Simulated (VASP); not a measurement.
# Ru (P-1) in VASP: single point with RPBE

Aim: the single point of Ru with RPBE.

Program: VASP 6.6.1. These are calculated values, not measurements. Logs are shortened: lines on timing, memory, paths and dates and some standing lists are left out, and cuts for length are marked.

## Step 1: The cell of the first run

The typed cell holds 1 atom: a = 2.753 Å, b = 2.675 Å, c = 2.729 Å, α = 59.58°, β = 59.80°, γ = 59.14°.

This isn't the form of Ru at room conditions, which is hcp.

## Step 2: Single point, RPBE (cell strained at random at fixed volume)

The input, INCAR:

```
SYSTEM = Ru
PREC = Accurate ; ENCUT = 520
EDIFF = 1E-6 ; ISMEAR = 1
SIGMA = 0.025 ; LREAL = .False.
LASPH = .True. ; NELM = 80
ALGO = Fast ; ISIF = 2
LWAVE = .False. ; LCHARG = .False.
GGA = RP ; NBANDS = 13
```

The input, KPOINTS:

```
regular mesh
0
Gamma
  12 12 12
  0 0 0
```

The input, POSCAR:

```
Ru
1.0
   -0.0029260000      1.9466600000      1.9462770000
    1.8804520000      0.0416960000      1.9016540000
    1.9186100000      1.9401950000      0.0035390000
Ru
1
Direct
   -0.0051290000      0.0775290000     -0.0001540000
```

Potentials or basis: VASP PAW PBE potentials, release 64 (Ru_pv).

Started as:

```console
> cat potpaw_PBE.64/Ru_pv/POTCAR > POTCAR
> mpirun -np 1 vasp_std > vasp.out
```

OUTCAR:

```text
SYSTEM = Ru
   PREC = Accurate
   ENCUT = 520
   EDIFF = 1E-6
   ISMEAR = 1
   LREAL = .False.
   LASPH = .True.
   NELM = 80
   ISIF = 2
   GGA = RP

 ion  position               nearest neighbor table
   1  0.995  0.078  1.000-

  LATTYP: Found a triclinic cell.
 ALAT       =     2.7286321655
 B/A-ratio  =     0.9839665164
 C/A-ratio  =     1.0088291689
 COS(alpha) =     0.0001843990
 COS(beta)  =     0.5030073579
 COS(gamma) =     0.5118648444

  Lattice vectors:

 A1 = (   1.9186100000,   1.9401950000,   0.0035390000)
 A2 = (   0.0381580000,   1.8984990000,  -1.8981150000)
 A3 = (  -0.0029260000,   1.9466600000,   1.9462770000)

Analysis of symmetry for initial positions (statically):
=====================================================================
 Subroutine PRICEL returns:
 Original cell was already a primitive cell.

 Routine SETGRP: Setting up the symmetry group for a
 triclinic supercell.

 Subroutine GETGRP returns: Found  2 space group operations
 (whereof  1 operations were pure point group operations)
 out of a pool of  2 trial point group operations.

The static configuration has the point symmetry C_1 .
 The point group associated with its full space group is S_2 .

Analysis of symmetry for dynamics (positions and initial velocities):
=====================================================================
 Subroutine PRICEL returns:
 Original cell was already a primitive cell.

 Routine SETGRP: Setting up the symmetry group for a
 triclinic supercell.

 Subroutine GETGRP returns: Found  2 space group operations
 (whereof  1 operations were pure point group operations)
 out of a pool of  2 trial point group operations.

The dynamic configuration has the point symmetry C_1 .
 The point group associated with its full space group is S_2 .

 Subroutine INISYM returns: Found  2 space group operations
 (whereof  1 operations are pure point group operations),
 and found     1 'primitive' translations

----------------------------------------------------------------------------------------

                                     Primitive cell

  volume of cell :      14.0455

  direct lattice vectors                    reciprocal lattice vectors
    -0.002926000  1.946660000  1.946277000    -0.262677620  0.259291864  0.254063685
     1.880452000  0.041696000  1.901654000     0.268361703 -0.265861909  0.266317677
     1.918610000  1.940195000  0.003539000     0.257785638  0.260969789 -0.260633593

  length of vectors
     2.752723720  2.674719839  2.728632166     0.448084990  0.462196564  0.449987262

  position of ions in fractional coordinates (direct lattice)
     0.994871000  0.077529000  0.999846000

  ion indices of the primitive-cell ions
   primitive index   ion index
                 1           1

----------------------------------------------------------------------------------------

 KPOINTS: regular mesh

Automatic generation of k-mesh.
 Grid dimensions read from file:
 generate k-points for:   12   12   12

 Generating k-lattice:

  Cartesian coordinates                     Fractional coordinates (reciprocal lattice)
    -0.021889802  0.021607655  0.021171974     0.083333333  0.000000000  0.000000000
     0.022363475 -0.022155159  0.022193140    -0.000000000  0.083333333 -0.000000000
     0.021482137  0.021747482 -0.021719466    -0.000000000 -0.000000000  0.083333333

  Length of vectors
     0.037340416  0.038516380  0.037498938

  Shift w.r.t. Gamma in fractional coordinates (k-lattice)
     0.000000000  0.000000000  0.000000000

 Subroutine IBZKPT returns following result:
 ===========================================

 Found    868 irreducible k-points:

 Following reciprocal coordinates:
            Coordinates               Weight
  0.000000  0.000000  0.000000      1.000000
  0.083333 -0.000000  0.000000      2.000000
  0.166667 -0.000000  0.000000      2.000000
  0.250000 -0.000000 -0.000000      2.000000
  0.333333 -0.000000  0.000000      2.000000
  0.416667 -0.000000 -0.000000      2.000000
[... 16 lines left out ...]
  0.250000  0.166667 -0.000000      2.000000
  0.333333  0.166667 -0.000000      2.000000
 [... further k-points ...]
   k-points           NKPTS =    868   k-points in BZ     NKDIM =    868   number of bands    NBANDS=     13
   number of dos      NEDOS =    301   number of ions     NIONS =      1
   total plane-waves  NPLWV =   8000
   dimension x,y,z NGX =    20 NGY =   20 NGZ =   20
   dimension x,y,z NGXF=    40 NGYF=   40 NGZF=   40
   ions per type =               1
   NGX,Y,Z   is equivalent  to a cutoff of  12.08, 12.43, 12.19 a.u.
   NGXF,Y,Z  is equivalent  to a cutoff of  24.16, 24.86, 24.37 a.u.
 SYSTEM =  Ru
   PREC   = accura    normal or accurate (medium, high low for compatibility)
   ISTART =      0    job   : 0-new  1-cont  2-samecut
   ICHARG =      2    charge: 1-file 2-atom 10-const
   ISPIN  =      1    spin polarized calculation?
   LNONCOLLINEAR =      F non collinear calculations
   LSORBIT =      F    spin-orbit coupling
   LASPH  =      T    aspherical Exc in radial PAW
   ENCUT  =  520.0 eV  38.22 Ry    6.18 a.u.   5.12  4.97  5.07*2*pi/ulx,y,z
   NELM   =     80;   NELMIN=  2; NELMDL= -5     # of ELM steps
   EDIFF  = 0.1E-05   stopping-criterion for ELM
   LREAL  =      F    real-space projection
   EDIFFG = 0.1E-04   stopping-criterion for IOM
   NSW    =      0    number of steps for IOM
   IBRION =     -1    ionic relax: 0-MD 1-quasi-New 2-CG
   NFREE  =      0    steps in history (QN), initial steepest desc. (CG)
   ISIF   =      2    stress and relaxation
   ISYM   =      2    0-nonsym 1-usesym 2-fastsym
   POTIM  = 0.5000    time-step for ionic-motion
   TEBEG  =    0.0;   TEEND  =   0.0 temperature during run
   PSTRESS=    0.0 pullay stress
   NELECT =      14.0000    total number of electrons
   NUPDOWN=      -1.0000    fix difference up-down
   EMIN   =  10.00;   EMAX   =-10.00  energy-range for DOS
   EFERMI =   0.00;   METHOD = LEGACY
   ISMEAR =     1;   SIGMA  =   0.03  broadening in eV -4-tet -1-fermi 0-gaus
   EFERMI_NEDOS =   21; number of points for ismear=-14 and -15
   IALGO  =     68    algorithm
   IMIX   =      4    mixing-type and parameters
     AMIX     =   0.40;   BMIX     =  1.00
     AMIX_MAG =   1.60;   BMIX_MAG =  1.00
  volume/ion in A,a.u.               =      14.05        94.78
  Fermi-wavevector in a.u.,A,eV,Ry     =   1.635330  3.090325 36.386111  2.674304
  Thomas-Fermi vector in A             =   2.726821
   LORBIT       =      0    0 simple, 1 ext, 2 COOP (PROOUT), +10 PAW based schemes
   GGA     = RP    functional components
   LHFCALC =     F    Hartree Fock is set to
   AEXX    =    0.0000 exact exchange contribution
   IVDW    =     0    specifies the selected vdW correction
   LEPSILON=     F    determine dielectric tensor
   LRPA    =     F    only Hartree local field effects (RPA)
 non-spin polarized calculation
 RMM-DIIS sequential band-by-band and
 Methfessel and Paxton  Order N= 1 SIGMA  =   0.03
  energy-cutoff  :      520.00
  volume of cell :       14.05
 maximum number of plane-waves:       389
   NGX = 11   NGY =  9   NGZ = 11

 number of electron      13.9999999 magnetization

 Free energy of the ion-electron system (eV)
  ---------------------------------------------------
  ext. energy  EPLUGINS =         0.00000000
  ---------------------------------------------------
  free energy    TOTEN  =        -8.47238737 eV

  energy without entropy =       -8.47237761  energy(sigma->0) =       -8.47238412

 E-fermi :  12.2422     XC(G=0): -13.8329

 val. band max:       12.2368999838   @ k =   0.0833   0.1667   0.1667
 cond. band min:      12.2440654929   @ k =  -0.0833   0.0833   0.0833
 fundamental gap:      0.0071655091
 Fermi energy:        12.2422185016

 k-point     1 :       0.0000    0.0000    0.0000
  band No.  band energies     occupation
      1     -30.2338      2.00000
      2     -30.2272      2.00000
      3     -30.1728      2.00000
      4       4.5503      2.00000
      5       9.5400      2.00000
      6       9.6646      2.00000
      7      10.0885      2.00000
      8      12.0284      2.00000
      9      12.1833      2.00431
     10      22.8851      0.00000
     11      27.2900      0.00000
     12      32.3875      0.00000
     13      32.7077      0.00000

 k-point     2 :       0.0833   -0.0000    0.0000
  band No.  band energies     occupation
      1     -30.2943      2.00000
      2     -30.2346      2.00000
      3     -30.1858      2.00000
      4       4.8277      2.00000
      5       9.4637      2.00000
      6       9.7435      2.00000
      7      10.1649      2.00000
      8      11.9774      2.00000
      9      12.1197      2.00000
     10      22.8851      0.00000
     11      27.7279      0.00000
     12      31.3414      0.00000
     13      33.1263      0.00000

 k-point     3 :       0.1667   -0.0000    0.0000
  band No.  band energies     occupation
      1     -30.4672      2.00000
      2     -30.2533      2.00000
      3     -30.2126      2.00000
      4       5.5608      2.00000
      5       9.2730      2.00000
      6       9.9162      2.00000
      7      10.3571      2.00000
      8      11.9626      2.00000
      9      12.0591      2.00000
     10      22.8850      0.00000
     11      28.7461      0.00000
     12      29.2536      0.00000
     13      34.4330      0.00000
[... 305 lines left out ...]
 k-point    23 :       0.2500    0.1667   -0.0000
  band No.  band energies     occupation
      1     -30.5891      2.00000
      2     -30.3520      2.00000
      3     -30.3143      2.00000
      4       6.6000      2.00000
      5       8.4162      2.00000
      6      10.4080      2.00000
      7      10.7541      2.00000
      8      11.7144      2.00000
      9      12.7940      0.00000
     10      22.8851      0.00000
     11      29.4780      0.00000
     12      30.4535      0.00000
     13      32.3255      0.00000

 k-point    24 :       0.3333    0.1667   -0.0000
  band No.  band energies     occupation
      1     -30.7663      2.00000
      2     -30.3806      2.00000
      3     -30.3684      2.00000
      4       7.1738      2.00000
      5       8.4984      2.00000
      6       9.9606      2.00000
      7      10.7660      2.00000
      8      12.9628      0.00000
      9      13.2325      0.00000
     10      22.8850      0.00000
     11      27.1933      0.00000
     12      30.1276      0.00000
     13      31.9489      0.00000

 [... further k-points ...]

------------------------ aborting loop because EDIFF is reached ----------------------------------------

  FORCE on cell =-STRESS in cart. coord.  units (eV):
  Direction    XX          YY          ZZ          XY          YZ          ZX
  --------------------------------------------------------------------------------------
  -------------------------------------------------------------------------------------
  Total        0.1416548     -0.0950119     -0.0870394     -0.4250818     -0.5380734      0.4818297
  in kB       16.1586664    -10.8380705     -9.9286462    -48.4893868    -61.3784101     54.9626535
  external PRESSURE =      -1.5360168 kB  Pullay stress =       0.0000000 kB

 VOLUME and BASIS-vectors are now :
 -----------------------------------------------------------------------------
  energy-cutoff  :      520.00
  volume of cell :       14.05
      direct lattice vectors                 reciprocal lattice vectors
    -0.002926000  1.946660000  1.946277000    -0.262677620  0.259291864  0.254063685
     1.880452000  0.041696000  1.901654000     0.268361703 -0.265861909  0.266317677
     1.918610000  1.940195000  0.003539000     0.257785638  0.260969789 -0.260633593

 POSITION                                       TOTAL-FORCE (eV/Angst)
 -----------------------------------------------------------------------------------
      2.06119      3.87980      2.08727        -0.000000      0.000000     -0.000000
 -----------------------------------------------------------------------------------
    total drift:                               -0.000001     -0.000002     -0.000004

  FREE ENERGIE OF THE ION-ELECTRON SYSTEM (eV)
  ---------------------------------------------------
  free  energy   TOTEN  =        -8.4723873696 eV

  energy  without entropy=       -8.4723776074  energy(sigma->0) =       -8.47238412
```

It took 47 s on 1 thread of Intel Xeon 6975P-C (Granite Rapids), shared host; peak memory 0.25 GiB.

Results:

```
Free energy            : -8.4724 eV
Pressure               : -0.2 GPa
Band gap on the k mesh : none (metal or under the smearing width)
```

Levels at points of the mesh, in eV from the Fermi level:
```
           k point  band 3  band 4  band 5  band 6  band 7  band 8  band 9  band 10  band 11  band 12
(0.00, 0.00, 0.00)  -42.42   -7.69   -2.70   -2.58   -2.15   -0.21   -0.06    10.64    15.05    20.15
(0.50, 0.00, 0.00)  -42.55   -5.82   -2.77   -2.33    0.86    1.41    1.73     9.48    10.64    14.76
(0.00, 0.50, 0.00)  -42.62   -5.83   -2.76   -2.58    1.36    1.70    1.74    10.17    10.64    14.38
(0.50, 0.50, 0.00)  -42.76   -6.10   -5.64    1.53    2.06    2.18    3.50    10.64    12.98    13.15
(0.00, 0.00, 0.50)  -42.55   -5.83   -2.90   -2.23    0.92    1.47    1.72     9.57    10.64    14.71
(0.50, 0.00, 0.50)  -42.76   -6.10   -5.64    1.54    2.06    2.17    3.49    10.64    12.93    13.14
(0.00, 0.50, 0.50)  -42.77   -6.11   -5.65    1.54    2.10    2.15    3.73    10.64    12.68    13.45
(0.50, 0.50, 0.50)  -42.56   -5.82   -2.78   -2.33    0.89    1.40    1.75     9.53    10.64    14.74
```

Caveat: the PAW data sets were made with another functional, which shifts forces and pressure a little.
